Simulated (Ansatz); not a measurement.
Input file:

```yaml
accuracy: low
crystal:
  lattice:
    - [6.338, 0.0, 0.0]
    - [0.0, 6.338, 0.0]
    - [0.0, 0.0, 6.338]
  atoms:
    - { symbol: Mg, position: [0.25, 0.25, 0.25] }
    - { symbol: Mg, position: [0.75, 0.75, 0.75] }
    - { symbol: Si, position: [0.0, 0.0, 0.0] }
    - { symbol: Mg, position: [0.75, 0.75, 0.25] }
    - { symbol: Mg, position: [0.25, 0.25, 0.75] }
    - { symbol: Si, position: [0.5, 0.5, 0.0] }
    - { symbol: Mg, position: [0.75, 0.25, 0.75] }
    - { symbol: Mg, position: [0.25, 0.75, 0.25] }
    - { symbol: Si, position: [0.5, 0.0, 0.5] }
    - { symbol: Mg, position: [0.25, 0.75, 0.75] }
    - { symbol: Mg, position: [0.75, 0.25, 0.25] }
    - { symbol: Si, position: [0.0, 0.5, 0.5] }
    - { symbol: Mg, position: [0.5107595, 0.4994922, 0.4967589] }
basis:
  ecutwfc: 420.0
kpoints:
  mp_grid: { grid: [2, 2, 2] }
hamiltonian:
  xc: pbe
scf:
  occupations: { method: fermi_dirac, width: 0.05 }
  lower_state_search: "off"
relax:
  f_tol: 0.08
  max_steps: 25
  adjacent_minimum: "off"
```

Launched with:

```bash
$ ansatz run input.yaml --threads 1 --pin off --max-ram 3072MiB --backend cpu --events-out ev --progress --plain --runs-dir out
```

Hardware: 1 thread of Intel(R) Xeon(R) Platinum 8375C CPU @ 2.90GHz (Ice Lake), with other jobs on the host.

Roughly how long does this run take, and how much memory?

13 s, with a peak of 0.52 GiB, for 4 ionic steps.
